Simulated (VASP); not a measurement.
# MnO2 in VASP: notebook, part 2 of 3

VASP 6.6.1.

### Step 3. Single point, r2SCAN, collinear spin, ferromagnetic start

INCAR reads:

```
SYSTEM = MnO2
ADDGRID = .False.
ALGO = Normal
EDIFF = 1E-6
ENCUT = 460
ISIF = 2
ISMEAR = 0
ISPIN = 2
LASPH = .True.
LCHARG = .False.
LMAXMIX = 4
LMIXTAU = .True.
LORBIT = 11
LREAL = .False.
LWAVE = .False.
MAGMOM = 4 0 0
METAGGA = R2SCAN
NBANDS = 24
NELM = 100
PREC = Accurate
SIGMA = 0.05
```

KPOINTS reads:

```
k-points
0
Gamma
  4 4 3
  0 0 0
```

POSCAR reads:

```
MnO2
1.0
    2.8565781804      0.0000000000      0.0000000000
   -1.4282890902      2.4738692722      0.0000000000
    0.0000000000      0.0000000000      4.6013740589
Mn O
1 2
Direct
    0.0186700000     -0.0033200000      0.4886240000
    0.3165570000      0.6444560000      0.7182440000
    0.6490790000      0.3390650000      0.3129550000
```

Potentials or basis: VASP PAW PBE potentials, release 64 (Mn_pv, O).

On the command line:

```bash
$ cat potpaw_PBE.64/Mn_pv/POTCAR potpaw_PBE.64/O/POTCAR > POTCAR
$ mpirun -np 1 vasp_std > vasp.out
```

OUTCAR:

```text
SYSTEM = MnO2
   EDIFF = 1E-6
   ENCUT = 460
   ISIF = 2
   ISMEAR = 0
   ISPIN = 2
   LASPH = .True.
   LORBIT = 11
   LREAL = .False.
   METAGGA = R2SCAN
   NELM = 100
   PREC = Accurate

 Found     26 irreducible k-points:

 Following reciprocal coordinates:
            Coordinates               Weight
  0.000000  0.000000  0.000000      1.000000
  0.250000  0.000000  0.000000      2.000000
  0.000000  0.250000  0.000000      2.000000
 -0.250000  0.250000  0.000000      2.000000
  0.500000  0.000000  0.000000      1.000000
  0.000000  0.500000  0.000000      1.000000
   k-points           NKPTS =     26   k-points in BZ     NKDIM =     26   number of bands    NBANDS=     24
   number of dos      NEDOS =    301   number of ions     NIONS =      3
   total plane-waves  NPLWV =  12800
   dimension x,y,z NGX =    20 NGY =   20 NGZ =   32
   dimension x,y,z NGXF=    40 NGYF=   40 NGZF=   64
   ions per type =               1   2
   NGX,Y,Z   is equivalent  to a cutoff of  11.64, 11.64, 11.56 a.u.
   NGXF,Y,Z  is equivalent  to a cutoff of  23.28, 23.28, 23.12 a.u.
 SYSTEM =  MnO2
   PREC   = accura    normal or accurate (medium, high low for compatibility)
   ISTART =      0    job   : 0-new  1-cont  2-samecut
   ICHARG =      2    charge: 1-file 2-atom 10-const
   ISPIN  =      2    spin polarized calculation?
   LNONCOLLINEAR =      F non collinear calculations
   LSORBIT =      F    spin-orbit coupling
   LASPH  =      T    aspherical Exc in radial PAW
   ENCUT  =  460.0 eV  33.81 Ry    5.81 a.u.   5.00  5.00  8.05*2*pi/ulx,y,z
   NELM   =    100;   NELMIN=  2; NELMDL= -5     # of ELM steps
   EDIFF  = 0.1E-05   stopping-criterion for ELM
   LREAL  =      F    real-space projection
   EDIFFG = 0.1E-04   stopping-criterion for IOM
   NSW    =      0    number of steps for IOM
   IBRION =     -1    ionic relax: 0-MD 1-quasi-New 2-CG
   NFREE  =      0    steps in history (QN), initial steepest desc. (CG)
   ISIF   =      2    stress and relaxation
   ISYM   =      2    0-nonsym 1-usesym 2-fastsym
   POTIM  = 0.5000    time-step for ionic-motion
   TEBEG  =    0.0;   TEEND  =   0.0 temperature during run
   PSTRESS=    0.0 pullay stress
   NELECT =      25.0000    total number of electrons
   NUPDOWN=      -1.0000    fix difference up-down
   EMIN   =  10.00;   EMAX   =-10.00  energy-range for DOS
   EFERMI =   0.00;   METHOD = LEGACY
   ISMEAR =     0;   SIGMA  =   0.05  broadening in eV -4-tet -1-fermi 0-gaus
   EFERMI_NEDOS =   21; number of points for ismear=-14 and -15
   IALGO  =     38    algorithm
   IMIX   =      4    mixing-type and parameters
     AMIX     =   0.40;   BMIX     =  1.00
     AMIX_MAG =   1.60;   BMIX_MAG =  1.00
  volume/ion in A,a.u.               =      10.84        73.15
  Fermi-wavevector in a.u.,A,eV,Ry     =   1.499747  2.834111 30.602787  2.249241
  Thomas-Fermi vector in A             =   2.611337
   LORBIT       =     11    0 simple, 1 ext, 2 COOP (PROOUT), +10 PAW based schemes
   METAGGA = R2SCAN    functional components
   LHFCALC =     F    Hartree Fock is set to
   AEXX    =    0.0000 exact exchange contribution
   IVDW    =     0    specifies the selected vdW correction
   LEPSILON=     F    determine dielectric tensor
   LRPA    =     F    only Hartree local field effects (RPA)
 spin polarized calculation
 Gauss-broadening in eV      SIGMA  =   0.05
  energy-cutoff  :      460.00
  volume of cell :       32.52
 maximum number of plane-waves:       739
   NGX =  9   NGY =  9   NGZ = 17

 number of electron      25.0000003 magnetization       3.0000394

 Free energy of the ion-electron system (eV)
  ---------------------------------------------------
  ext. energy  EPLUGINS =         0.00000000
  ---------------------------------------------------
  free energy    TOTEN  =       -32.17094081 eV

  energy without entropy =      -32.17094081  energy(sigma->0) =      -32.17094081

 E-fermi :   2.7855     XC(G=0): -11.5325

 val. band max:        2.4918098912   @ k =   0.0000   0.0000   0.3333
 cond. band min:       4.4603989217   @ k =   0.0000   0.0000   0.3333
 fundamental gap:      1.9685890305
 Fermi energy:         2.7854594273

 spin component 1

 k-point     1 :       0.0000    0.0000    0.0000
  band No.  band energies     occupation
      1     -49.6855      1.00000
      2     -49.6738      1.00000
      3     -49.6656      1.00000
      4     -17.9689      1.00000
      5     -15.3083      1.00000
      6      -3.8401      1.00000
[... 16 lines left out ...]
     23      26.1962      0.00000
     24      27.5396      0.00000

 k-point     2 :       0.2500    0.0000    0.0000
  band No.  band energies     occupation
      1     -49.7662      1.00000
      2     -49.6876      1.00000
      3     -49.6598      1.00000
      4     -17.3259      1.00000
      5     -15.4440      1.00000
      6      -3.7175      1.00000
[... 16 lines left out ...]
     23      25.2210      0.00000
     24      26.2680      0.00000

 k-point     3 :       0.0000    0.2500    0.0000
  band No.  band energies     occupation
      1     -49.7577      1.00000
      2     -49.6963      1.00000
      3     -49.6595      1.00000
      4     -17.3227      1.00000
      5     -15.4518      1.00000
      6      -3.7505      1.00000
[... 16 lines left out ...]
     23      25.3274      0.00000
     24      26.2790      0.00000
[... 28 lines left out ...]
 k-point     5 :       0.5000    0.0000    0.0000
  band No.  band energies     occupation
      1     -49.8486      1.00000
      2     -49.7057      1.00000
      3     -49.6470      1.00000
      4     -16.7237      1.00000
      5     -15.4334      1.00000
      6      -4.4178      1.00000
[... 16 lines left out ...]
     23      24.7533      0.00000
     24      26.2641      0.00000

 k-point     6 :       0.0000    0.5000    0.0000
  band No.  band energies     occupation
      1     -49.8397      1.00000
      2     -49.7153      1.00000
      3     -49.6461      1.00000
      4     -16.7166      1.00000
      5     -15.4487      1.00000
      6      -4.4708      1.00000
[... 16 lines left out ...]
     23      24.8338      0.00000
     24      26.2583      0.00000

 [... further k-points ...]

 spin component 2

 k-point     1 :       0.0000    0.0000    0.0000
  band No.  band energies     occupation
      1     -45.7016      1.00000
      2     -45.5717      1.00000
      3     -45.3854      1.00000
      4     -17.8336      1.00000
      5     -15.2717      1.00000
      6      -2.7607      1.00000
[... 16 lines left out ...]
     23      28.5085      0.00000
     24      28.7586      0.00000

 k-point     2 :       0.2500    0.0000    0.0000
  band No.  band energies     occupation
      1     -45.7986      1.00000
      2     -45.6032      1.00000
      3     -45.3673      1.00000
      4     -17.1623      1.00000
      5     -15.4196      1.00000
      6      -2.8140      1.00000
[... 16 lines left out ...]
     23      26.2640      0.00000
     24      27.3315      0.00000

 k-point     3 :       0.0000    0.2500    0.0000
  band No.  band energies     occupation
      1     -45.7942      1.00000
      2     -45.6082      1.00000
      3     -45.3665      1.00000
      4     -17.1597      1.00000
      5     -15.4268      1.00000
      6      -2.8061      1.00000
[... 16 lines left out ...]
     23      26.3881      0.00000
     24      27.2872      0.00000
[... 28 lines left out ...]
 k-point     5 :       0.5000    0.0000    0.0000
  band No.  band energies     occupation
      1     -45.8990      1.00000
      2     -45.6298      1.00000
      3     -45.3490      1.00000
      4     -16.5093      1.00000
      5     -15.4524      1.00000
      6      -3.4962      1.00000
[... 16 lines left out ...]
     23      25.3431      0.00000
     24      28.0649      0.00000

 k-point     6 :       0.0000    0.5000    0.0000
  band No.  band energies     occupation
      1     -45.8929      1.00000
      2     -45.6370      1.00000
      3     -45.3475      1.00000
      4     -16.5042      1.00000
      5     -15.4653      1.00000
      6      -3.5518      1.00000
[... 16 lines left out ...]
     23      25.3940      0.00000
     24      28.1511      0.00000

 [... further k-points ...]

------------------------ aborting loop because EDIFF is reached ----------------------------------------

  FORCE on cell =-STRESS in cart. coord.  units (eV):
  Direction    XX          YY          ZZ          XY          YZ          ZX
  --------------------------------------------------------------------------------------
  -------------------------------------------------------------------------------------
  Total        1.3048781      1.5859910      0.4296426      1.0373327      0.7896139     -1.2519810
  in kB       64.2939502     78.1449444     21.1693506     51.1114540     38.9058553    -61.6876069
  external PRESSURE =      54.5360817 kB  Pullay stress =       0.0000000 kB

 VOLUME and BASIS-vectors are now :
 -----------------------------------------------------------------------------
  energy-cutoff  :      460.00
  volume of cell :       32.52
      direct lattice vectors                 reciprocal lattice vectors
     2.856578180  0.000000000  0.000000000     0.350069187  0.202112539  0.000000000
    -1.428289090  2.473869272  0.000000000     0.000000000  0.404225078  0.000000000
     0.000000000  0.000000000  4.601374059     0.000000000  0.000000000  0.217326387

 POSITION                                       TOTAL-FORCE (eV/Angst)
 -----------------------------------------------------------------------------------
     -1.37021      2.46566      2.24834        -1.736534     -0.165674      3.759546
     -0.01620      1.59430      3.30491         0.074983      0.505519     -1.244608
      1.36986      0.83880      1.44002         1.661551     -0.339845     -2.514938
 -----------------------------------------------------------------------------------
    total drift:                               -0.015427     -0.006465      0.016136

  FREE ENERGIE OF THE ION-ELECTRON SYSTEM (eV)
  ---------------------------------------------------
  free  energy   TOTEN  =       -32.1709408134 eV

  energy  without entropy=      -32.1709408134  energy(sigma->0) =      -32.17094081

 total charge

# of ion       s       p       d       tot
------------------------------------------
    1        0.394   6.485   4.906  11.785
    2        1.597   3.403   0.000   5.000
    3        1.593   3.521   0.000   5.114
--------------------------------------------------
tot          3.584  13.409   4.906  21.899

 magnetization (x)

# of ion       s       p       d       tot
------------------------------------------
    1        0.030   0.040   2.832   2.901
    2        0.005  -0.029   0.000  -0.025
    3        0.004   0.058   0.000   0.062
--------------------------------------------------
tot          0.038   0.068   2.832   2.938
```

OSZICAR:

```text
N       E                     dE             d eps       ncg     rms          rms(c)
DAV:   1     0.221633377943E+03    0.22163E+03   -0.13428E+04  2504   0.113E+03
DAV:   2    -0.327805294526E+02   -0.25441E+03   -0.23972E+03  2728   0.351E+02
DAV:   3    -0.460768129723E+02   -0.13296E+02   -0.13226E+02  2920   0.880E+01
DAV:   4    -0.461925680255E+02   -0.11576E+00   -0.11574E+00  2776   0.859E+00
DAV:   5    -0.461939406021E+02   -0.13726E-02   -0.13726E-02  3040   0.918E-01    0.335E+01
DAV:   6    -0.361622009604E+02    0.10032E+02   -0.66563E+01  2704   0.767E+01    0.312E+01
DAV:   7    -0.325916948269E+02    0.35705E+01   -0.61905E+01  2696   0.626E+01    0.144E+01
DAV:   8    -0.318758672269E+02    0.71583E+00   -0.29138E+00  2656   0.162E+01    0.556E+00
DAV:   9    -0.320431527029E+02   -0.16729E+00   -0.97287E-01  2808   0.788E+00    0.312E+00
DAV:  10    -0.321608803423E+02   -0.11773E+00   -0.13789E-01  2632   0.271E+00    0.135E+00
DAV:  11    -0.321686064691E+02   -0.77261E-02   -0.44839E-02  2824   0.197E+00    0.324E-01
DAV:  12    -0.321703891682E+02   -0.17827E-02   -0.44694E-03  2720   0.505E-01    0.164E-01
DAV:  13    -0.321707933145E+02   -0.40415E-03   -0.10815E-03  2888   0.278E-01    0.630E-02
DAV:  14    -0.321709040600E+02   -0.11075E-03   -0.18997E-04  2992   0.109E-01    0.326E-02
DAV:  15    -0.321709478542E+02   -0.43794E-04   -0.50732E-05  2784   0.495E-02    0.197E-02
DAV:  16    -0.321709448034E+02    0.30508E-05   -0.63959E-06  3192   0.251E-02    0.961E-03
DAV:  17    -0.321709404365E+02    0.43669E-05   -0.47440E-06  2368   0.196E-02    0.202E-03
DAV:  18    -0.321709408134E+02   -0.37692E-06   -0.52213E-07  1848   0.517E-03
   1 F= -.32170941E+02 E0= -.32170941E+02  d E =-.616116E-18  mag=     3.0000
```

stdout:

```text
POSCAR found type information on POSCAR MnO
 POSCAR found :  2 types and       3 ions
 scaLAPACK will be used
 -----------------------------------------------------------------------------
|                                                                             |
|                                                                             |
|     You enforced a specific xc type in the INCAR file but a different       |
|     I HOPE YOU KNOW WHAT YOU ARE DOING!                                     |
|                                                                             |
 -----------------------------------------------------------------------------

 LDA part: xc-table for (None), standard interpolation
 POSCAR, INCAR and KPOINTS ok, starting setup
 FFT: planning ... GRIDC
 FFT: planning ... GRID_SOFT
 FFT: planning ... GRID
 WAVECAR not read
 entering main loop
```

It took 2 min on 1 thread of Intel Xeon Platinum 8375C at 2.90GHz (Ice Lake), shared host; peak memory 0.16 GiB.

These settings aren't checked as converged: the numbers below hold their error.

Results:

```
Free energy                                           : -32.1709 eV
Pressure                                              : 5.5 GPa
Largest force                                         : 4.145 eV/Å
Band gap on the k mesh                                : 1.97 eV, direct
Net moment                                            : 3.00 μB per cell
Site moments                                          : Mn +2.90; O -0.03, +0.06 μB
Valence electrons inside the program's atomic spheres : Mn 11.79; O 5.00, 5.11
```

Caveat: the k mesh is coarse (spacing up to 0.63 Å⁻¹), so the values aren't converged; the cutoff is under 1.25 times the usual one of these potentials, so pressure, stress and relaxed cells hold a basis-set (Pulay) error; the PAW data sets were made with another functional, which shifts forces and pressure a little; an odd mesh through Γ misses points on the zone boundary, where band edges often lie; a cell with one magnetic atom can't hold antiferromagnetic order, which such compounds often take.

(Part 2 of 3 ends here.)
